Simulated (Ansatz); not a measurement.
Runs of Ansatz 0.2.0 on FePt (Tetraferroplatinum). It takes space group P4/mmm (No. 123, tetragonal). The conventional cell has a = 2.724 Å, b = 2.724 Å, c = 3.720 Å, α = 90.00°, β = 90.00°, γ = 90.00°. Pt (site symmetry 4/mmm) has 8 Fe at 2.68 Å and 4 Pt at 2.72 Å as nearest neighbours. Around Fe (site symmetry 4/mmm) lie 8 Pt at 2.68 Å and 4 Fe at 2.72 Å. 

```tsv
task	level	potentials or basis	spin	k mesh	cutoff (eV)	gap on the mesh (eV)	pressure (GPa)	moment (μB)
phonons	PBEsol	all-electron LAPW, scalar-relativistic	collinear, ferromagnetic start	7 × 7 × 5	303	none	-	3.27
band structure	PBEsol	all-electron LAPW, scalar-relativistic	collinear, ferromagnetic start	10 × 10 × 7	282	-	-6.0	3.28
band structure	PBEsol	all-electron LAPW, relativistic spinors	non-collinear, ferromagnetic start, SOC	7 × 7 × 5	282	-	(b)	3.25
phonons	LDA	all-electron LAPW, scalar-relativistic	collinear, ferromagnetic start	7 × 7 × 5	303	none	-	(a)
```

Alike in all rows: cell as given; smearing fermi-dirac 0.05 eV; basis error allowed 0.001 eV/atom.

Q: Estimate the missing entries.

A: (a) 3.17; (b) -6.3.

Caveats: the k mesh is thin for a metal, which can move the energy by tens of meV per atom (some runs); a metal's response needs a denser mesh (some runs); spin-orbit coupling is left out, which moves the levels of the heavy elements (some runs); the magnetic state may not be the lowest (some runs).

A k mesh can miss the band edges, and rows without SOC leave out spin-orbit coupling on Pt.

A gap of «none» marks a metal or a gap under the smearing width.

Runs at the PBE level aren't shown here.
